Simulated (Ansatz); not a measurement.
**GaN: holes, doping and thermopower**

Plane-wave DFT in Ansatz, PBE, scalar-relativistic PAW potentials, cutoff 420 eV, no spin-orbit coupling; no spin polarisation. GaN in space group F-43m, which needn't be the usual phase of this composition. Boltzmann transport at 300 K in rigid bands with one relaxation time, bands interpolated from the k mesh 10×10×10; values are means over x, y, z.

| holes (cm⁻³) | size of S (μV/K) | σ/τ (Ω⁻¹ m⁻¹ s⁻¹) |
| --- | --- | --- |
| 10^18 | 634.4 | 2.9e+16 |
| 10^19 | ? | 2.9e+17 |
| 10^20 | 243.1 | 2.89e+18 |
| 10^21 | 84.3 | 2.82e+19 |

Q: Take the lowest doping as non-degenerate: get the effective density of states and the masses, and predict the missing S.

A: For parabolic bands and one τ, |S| = (k_B/e)(5/2 − η) with k_B/e = 86.17 μV/K and n = N e^η. The first row gives η = -4.86, N = 12.93×10¹⁹ cm⁻³ and, from N = 2.509×10¹⁹ cm⁻³ × m_d^(3/2), a density-of-states mass of 2.98 mₑ (all valleys and bands together). σ/τ = ne²/m_c gives a conductivity mass of 0.97 mₑ; m_d is 3.1 times m_c, the sign of several valleys, several bands or anisotropy. A decade of doping costs (k_B/e) ln 10 = 198.4 μV/K, which predicts 436 μV/K; the run gave 436.5. There η is about -2.6, where Fermi statistics begin to count, but their first corrections to η and to the mean carrier energy nearly cancel, so the rule still holds. At 10^21 cm⁻³ the rule would give 39 μV/K against 84.3: the gas is degenerate there. Scattering that depends on energy changes the 5/2, and whether such doping can be reached wasn't computed.

Cost: about 1.7 core-minutes for the runs cited, on Arm Neoverse V1 (shared hosts).